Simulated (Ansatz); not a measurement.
**Ge₃N₄ at a changed volume — field gradients at the nuclei**

The cell is a COD entry, relaxed with PBE at fixed cell and then changed (volume scaled by 1.03, ions relaxed).

```cif
data_Ge3N4
_symmetry_space_group_name_H-M 'Fd-3m:1'
_symmetry_Int_Tables_number 227
_cell_length_a 8.3914
_cell_length_b 8.3914
_cell_length_c 8.3914
_cell_angle_alpha 90.000
_cell_angle_beta 90.000
_cell_angle_gamma 90.000
loop_
_atom_site_label
_atom_site_type_symbol
_atom_site_symmetry_multiplicity
_atom_site_Wyckoff_symbol
_atom_site_fract_x
_atom_site_fract_y
_atom_site_fract_z
Ge1 Ge 16 d 0.1250 0.1250 0.6250
Ge5 Ge 8 a 0.5000 0.5000 0.0000
N N 32 e 0.8835 0.8835 0.3835
```

One atom of each set is listed; the run and its k-mesh use a cell of 14 atoms with edges of 5.93, 5.93, 5.93 Å.

The numbers come from a DFT calculation in Ansatz (PBE, plane waves and PAW (field gradients read without the response of the frozen cores, which leaves them typically 4 to 6 % off), scalar-relativistic, 420 eV cutoff, Γ-centred 6×6×6 k-points, Fermi–Dirac smearing 0.02 eV).

V_zz is the principal component of the electric field gradient with the largest magnitude, η = (V_xx − V_yy)/V_zz and C_Q = eQV_zz/h.

⁷³Ge: I = 9/2, Q = -196.0 mb; 14N: I = 1, Q = 20.44 mb. Nuclear quadrupole moments: year-2017 set (Pyykkö).

| site | atoms | first shell | V_zz (10²¹ V/m²) | η | C_Q (MHz) |
| --- | --- | --- | --- | --- | --- |
| Ge1 | 4 | 6 N at 2.03 Å | -0.89 | 0.00 | 4.21 |
| Ge5 | 2 | 4 N at 1.94 Å | 0.00 | – | 0 |
| N | 8 | 4 Ge at 1.94–2.03 Å | 4.47 | 0.00 | 2.21 |

An axis of threefold or higher order runs through Ge1 and N, so V_zz lies along it and η is zero. Ge5 sits on a cubic site, where every gradient vanishes.

At this changed cell the PBE pressure is -6 GPa.
